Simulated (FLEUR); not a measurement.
Runs of FLEUR MaX-R8.1 (later development tree) on Li2S. It takes space group Fm-3m (No. 225, cubic). The conventional cell has a = 5.689 Å, b = 5.689 Å, c = 5.689 Å, α = 90.00°, β = 90.00°, γ = 90.00°. S (site symmetry m-3m) is surrounded by 8 Li at 2.46 Å. Li (site symmetry -43m) has 4 S at 2.46 Å as nearest neighbours. 

```tsv
task	level	lnonsphr	max iterations	mixing factor	mixer	mixer history	gap on the mesh (eV)	V0 of scaled cells (Å³/atom)	B0 (GPa)
equation of state	PBEsol	S 9, Li 8	-	-	-	-	-	15.06	42
equation of state	PBE	-	-	-	-	-	-	(a)	41
single point	PBEsol	S 9, Li 8	60	0.05	Anderson	15	3.22	-	-
single point	PBE	-	60	0.05	Anderson	15	(b)	-	-
```

Alike in all rows: potentials or basis all-electron, FLAPW; no spin polarisation; cell as given; k mesh 8 × 8 × 8; smearing fermi-dirac 0.05 eV; kmax 4.38 1/bohr.

**Question.** Fill in the values left out.

**Answer.** (a) 15.48; (b) 3.39.

A k mesh can miss the band edges.

Not every run made on this cell is shown here.
